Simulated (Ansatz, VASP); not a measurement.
## Two plane-wave programs on SiC (Moissanite 3C)

The input INCAR:

```
SYSTEM = SiC
ALGO = Normal
EDIFF = 1E-6
ENCUT = 520
GGA = PS
ISIF = 2
ISMEAR = -1
LASPH = .TRUE.
LCHARG = .TRUE.
LELF = .TRUE.
LREAL = .FALSE.
LVHAR = .TRUE.
LWAVE = .FALSE.
NBANDS = 11
NELM = 60
PREC = Accurate
SIGMA = 0.05
```

KPOINTS

```
k-points
0
G
  10 10 10
  0 0 0
```

Contents of POSCAR:

```
SiC
1.0
    0.0000000000      2.1345181309      2.1345181309
    2.1345181309      0.0000000000      2.1345181309
    2.1345181309      2.1345181309      0.0000000000
Si C
1 1
Direct
    0.0000000000      0.0000000000      0.0000000000
    0.7500000000      0.7500000000      0.7500000000
```

input.yaml

```yaml
crystal:
  lattice:
    - [0.0, 2.1345181309, 2.1345181309]
    - [2.1345181309, 0.0, 2.1345181309]
    - [2.1345181309, 2.1345181309, 0.0]
  atoms:
    - { symbol: Si, position: [0.0, 0.0, 0.0] }
    - { symbol: C, position: [0.75, 0.75, 0.75] }
hamiltonian:
  xc: pbesol
  pseudopotentials: { kind: paw }
kpoints:
  mp_grid: { grid: [10, 10, 10] }
scf:
  occupations: { method: fermi_dirac, width: 0.05 }
output:
  forces: true
  stress: true
  eigenvalues: true
  write_density: true
  write_potential: true
  elf: true
  volumetric_format: npy
```

Alike in both runs: task single point; functional PBEsol; k mesh 10 × 10 × 10; occupations fermi-dirac, width 0.05 eV; no spin polarisation.

```csv
,VASP,Ansatz
version,VASP 6.6.1,Ansatz 0.2.0
potentials or method,"VASP PAW PBE potentials, release 64 (Si, C)",Ansatz PAW
plane-wave cutoff (eV),520,420
valence electrons in the cell,8,8
```

```csv
,VASP,Ansatz,Ansatz less VASP
gap on the k mesh at the Fermi level (eV),1.18,1.18,+0.009
least direct gap on the mesh (eV),4.50,4.52,+0.011
pressure (GPa),15.6,15.2,-0.42
```

With one functional, cell and mesh, what is left measures potentials, basis and numerics.

Caveats: so large a pressure means that the cell lies far from this level's equilibrium, or that cutoff or potentials fall short (VASP); the potentials were made for another functional, which shifts forces and pressure (VASP); the pressure holds a Pulay correction of +0.3 GPa for the finite cutoff (Ansatz); the PAW data sets come from PBE, with cores solved anew for the run's functional, which leaves a small shift of forces and pressure (Ansatz). A k mesh can miss the band edges. Expect the measured gap to be larger: semilocal functionals such as PBEsol lack the derivative discontinuity.
